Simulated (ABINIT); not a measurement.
Wanted: the native input for an ABINIT 10.8.3 (patched build) run.

```
Task                                            : single point
Functional                                      : PBEsol
Potentials or basis                             : JTH PAW PBE v2.0
Cutoff                                          : 544 eV
k mesh                                          : 5 × 5 × 5
Occupations                                     : fermi-dirac, width 0.05 eV
Spin                                            : no spin polarisation
Fine-grid cutoff                                : 1088.46 eV
Exchange and correlation inside the PAW spheres : full angular mesh (pawxcdev 0, this build's default; the released program takes 1)
```

ZnS:

```
Zn S
1.0
     0.00000    2.70200    2.70200
     2.70200    0.00000    2.70200
     2.70200    2.70200    0.00000
Zn S
1 1
Direct
  0.75000 0.75000 0.75000
  0.00000 0.00000 0.00000
```

These files were run (other wordings do the same):

run.abi

```
# Pseudopotentials
pp_dirpath "./"
pseudos "Zn.GGA_PBE-JTH.xml, S.GGA_PBE-JTH.xml"

# Structure
acell 7.2210310021 7.2210310021 7.2210310021
rprim
     0.0000000000     0.7071067812     0.7071067812
     0.7071067812     0.0000000000     0.7071067812
     0.7071067812     0.7071067812     0.0000000000
ntypat 2
znucl 30 16
natom 2
typat 1 2
xred
     0.7500000000     0.7500000000     0.7500000000
     0.0000000000     0.0000000000     0.0000000000

# Plane-wave basis
ecut 20.0
pawecutdg 40.0

# k points
kptopt 1
ngkpt 5 5 5
nshiftk 1
shiftk 0.0 0.0 0.0

# Exchange and correlation
ixc -116133

# Bands and occupations
nband 13
occopt 3
tsmear 0.00183747

# SCF cycle
nstep 100
tolvrs 1.0e-9

# Output
iomode 3
prtwf 0
prteig 0
prtebands 0
prtden 1
prtvha 1
prtvclmb 1
prtpot 1
```

Potentials or basis: JTH PAW PBE v2.0.

Command:

```bash
$ abinit run.abi > log 2>&1
```

It gave:

| Quantity | Value |
| --- | --- |
| Band gap on the k mesh | 1.95 eV, direct |
| Valence electrons inside the program's atomic spheres | Zn 10.79; S 3.59 |

It took 23 s on 1 thread of Intel(R) Xeon(R) Platinum 8488C (Sapphire Rapids), with other jobs on the host, peak memory 0.12 GiB.
